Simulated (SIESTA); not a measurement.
Set up this calculation in SIESTA 5.4.2, as the native input.

- Task: band structure
- Functional: LDA
- Potentials or basis: PseudoDojo 0.4 standard (LDA files)
- Basis: DZP (energy shift 0.003 Ry; two zetas on semicore shells)
- Grid cutoff: 800 Ry
- Energy shift: 0.003 Ry
- k mesh: 10 × 10 × 10
- Occupations: fermi-dirac, width 0.05 eV
- Spin: no spin polarisation

The system is MoS2.

```
Mo S
1.0
     1.58000    0.91221    6.15000
    -1.58000    0.91221    6.15000
     0.00000   -1.82443    6.15000
Mo S
1 2
Direct
  0.00000 0.00000 0.00000
  0.41700 0.41700 0.41700
  0.25000 0.25000 0.25000
```

Measurements of this composition are mostly on another form, of space group No. 194.

These files were run (other wordings do the same):

MoS2.fdf

```
SystemName                      MoS2
SystemLabel                     MoS2
NumberOfSpecies                 2
NumberOfAtoms                   3
%block ChemicalSpeciesLabel
  1  42 Mo
  2  16 S
%endblock ChemicalSpeciesLabel

LatticeConstant                 1.0 Ang
%block LatticeVectors
     1.5800000000     0.9122134253     6.1500000000
    -1.5800000000     0.9122134253     6.1500000000
     0.0000000000    -1.8244268506     6.1500000000
%endblock LatticeVectors
AtomicCoordinatesFormat         Fractional
%block AtomicCoordinatesAndAtomicSpecies
     0.0000000000     0.0000000000     0.0000000000  1  Mo
     0.4170000000     0.4170000000     0.4170000000  2  S
     0.2500000000     0.2500000000     0.2500000000  2  S
%endblock AtomicCoordinatesAndAtomicSpecies

%block kgrid.MonkhorstPack
   10   0   0  0.0
    0  10   0  0.0
    0   0  10  0.0
%endblock kgrid.MonkhorstPack
XC.Functional                   LDA
XC.Authors                      PW92
PAO.BasisSize                   DZP
PAO.EnergyShift                 0.003 Ry
Mesh.Cutoff                     800 Ry
OccupationFunction              FD
ElectronicTemperature           0.05 eV
MaxSCFIterations                120
SCF.MustConverge                false
SCF.Mixer.Method                Pulay
SCF.Mixer.Weight                0.25
SCF.Mixer.History               8
SCF.DM.Tolerance                5.0e-05
SCF.H.Tolerance                 1.0e-03 eV
WriteForces                     true
Charge.Mulliken                 end
BandLinesScale                  ReciprocalLatticeVectors
%block BandLines
    1    0.000000   0.000000   0.000000  \Gamma
   13    0.500000   0.000000   0.000000  L
    8    0.500000   0.181334  -0.181334  B1
    1    0.818666   0.500000   0.181334  B
   14    0.500000   0.500000   0.500000  Z
    6    0.000000   0.000000   0.000000  \Gamma
   15    0.340667   0.000000  -0.340667  X
    1    0.659333   0.340667   0.000000  Q
    7    0.500000   0.500000   0.000000  F
    2    0.659333   0.659333   0.181334  P1
   12    0.500000   0.500000   0.500000  Z
    1    0.500000   0.000000   0.000000  L
    4    0.818666   0.340667   0.340667  P
%endblock BandLines
%block PAO.Basis
  Mo 5
  n=4 0 2
    3.234 0.000
  n=5 0 2
    8.826 0.000
  n=4 1 2
    3.729 0.000
  n=5 1 1
    8.826
  n=4 2 2
    6.749 0.000
%endblock PAO.Basis
```

Potentials or basis: PseudoDojo 0.4 standard (LDA files), DZP (energy shift 0.003 Ry; two zetas on semicore shells).

Command:

```bash
$ siesta < MoS2.fdf > MoS2.out 2>&1
```

It gave:

```
Pressure                : 0.6 GPa
Largest force           : 0.535 eV/Å
Band gap on the k mesh  : 0.94 eV, indirect (least direct gap 1.99 eV)
Band gap along the path : 0.92 eV, indirect (least direct gap 1.76 eV)
```

Caveat: the basis of atomic orbitals isn't converged, which shifts pressures, moduli and gaps.

It took 5 min on 1 thread of Arm Neoverse V1, with other jobs on the host, peak memory 1.3 GiB.
